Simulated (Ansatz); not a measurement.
Lu (sc type), DFT, PBE, PAW with Ansatz's default frozen-core files, scalar-relativistic (Ansatz 0.2.0), on 1 thread of Arm Neoverse V1 (shared host).

Command: `ansatz run input.yaml --threads 1 --pin off --max-ram 2048MiB --backend cpu --events-out ev --progress --plain --runs-dir out`

```yaml
crystal:
  lattice:
    - [3.207082162, 0.0, 0.0]
    - [0.0, 3.207082162, 0.0]
    - [0.0, 0.0, 3.207082162]
  atoms:
    - { symbol: Lu, position: [0.0, 0.0, 0.0] }
kpoints:
  mp_grid: { grid: [12, 12, 12] }
  band_path:
    path:
      - [0.0, 0.0, 0.0]
      - [0.0, 0.5, 0.0]
      - [0.5, 0.5, 0.0]
      - [0.0, 0.0, 0.0]
      - [0.5, 0.5, 0.5]
      - [0.0, 0.5, 0.0]
      - [0.5, 0.5, 0.5]
      - [0.5, 0.5, 0.0]
    npoints: 8
scf:
  occupations: { method: fermi_dirac, width: 0.1 }
hamiltonian:
  xc: pbe
  pseudopotentials: { kind: paw }
output:
  forces: true
  stress: true
  eigenvalues: true
  populations: true
  dos: { projected: true, de: 0.2, e_range: [-14, 8] }
```

How large is the problem that the program sets up?

84 irreducible k-points, 619 plane waves at Γ, 17 bands.

About how long does it take?

5.4 s of wall time for 7 SCF iterations. Times on shared machines scatter by tens of per cent.
